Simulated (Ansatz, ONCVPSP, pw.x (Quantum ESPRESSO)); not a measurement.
## From atom to crystal: ONCV potential for aluminium (Al)

Al (Z = 13), optimised norm-conserving Vanderbilt (ONCV), made with ONCVPSP 4.0.1 (PBE, scalar-relativistic). Core [Ne], reference 3s2 3p1. Waves: 3s: rc 1.65 bohr, ncon 4, nbas 9, qcut 3.8 1/bohr, local; 3p: rc 2.10 bohr, ncon 5, nbas 10, qcut 4.1 1/bohr, 2 projectors, debl 0.6 Ha; d scattering state at 0.41 Ha: rc 1.75 bohr, ncon 4, nbas 8, qcut 6.4 1/bohr, 2 projectors, debl 3.6 Ha. Local part: the s channel. Core correction: none.

Atomic tests: cutoffs needed: 5.5 Ha and 7.7 Ha (the cutoffs (Ha) at which the residual kinetic energy of the hardest occupied pseudo-wave falls to 1 and 0.1 mHa per electron) The cutoffs count occupied waves only; projector 2 of the d channel, the hardest unoccupied one, needs 34 Ha at the loose tolerance.; ghost test: no bound ghost flagged; no localised positive-energy state flagged; largest excitation error: +20 meV (all-electron minus pseudo) for 3s1 3p0, out of 4 test configurations.

Crystal test: bcc Al in pw.x 7.5, no spin, 14³ k-points, Fermi–Dirac smearing 0.01 Ry, cutoffs 35/140 Ry. The reference is all-electron LAPW (Ansatz 0.2.0) with the same functional, mesh and smearing; V0 and B0 come from Birch–Murnaghan fits to the pressures at five volumes. Errors are pseudo minus all-electron; Δ is the rms difference of the E(V) curves that follow from these fits, minima aligned, over ±6 % about the mean V0. Mesh and smearing are coarse, so the numbers serve the comparison and aren't converged zero-temperature values; the lattice is a test structure that the element need not adopt.

| V (Å³/atom) | P all-electron (GPa) | P pseudo (GPa) |
| --- | --- | --- |
| 16.098 | 4.02 | 5.08 |
| 16.521 | 1.91 | 2.92 |
| 16.945 | 0.07 | 1.02 |
| 17.369 | -1.53 | -0.65 |
| 17.792 | -2.94 | -2.11 |

All-electron: a0 = 3.237 Å (V0 = 16.96 Å³/atom), B0 = 68.4 GPa.

Pseudopotential: mean pressure error (GPa): +0.94; a0 (Å): 3.252; a0 error (%): +0.46; B0 error (%): -2.3; Δ (meV/atom): 3.4.

**Question.** At the middle volume, how do free energy and pressure move when the wave cutoff is lowered (ecutrho kept at four times it)?

**Answer.**

```csv
cutoff (Ry),shift of F (meV/atom),shift of P (GPa)
16,+17.0,+0.06
21,+7.2,-0.04
28,+1.2,-0.04
```

The run at the middle volume (104 k-points, 5 iterations) took about 2.6 s on one core of a shared host (Intel(R) Xeon(R) 6975P-C, 192 threads, 1488 GiB, load 101).
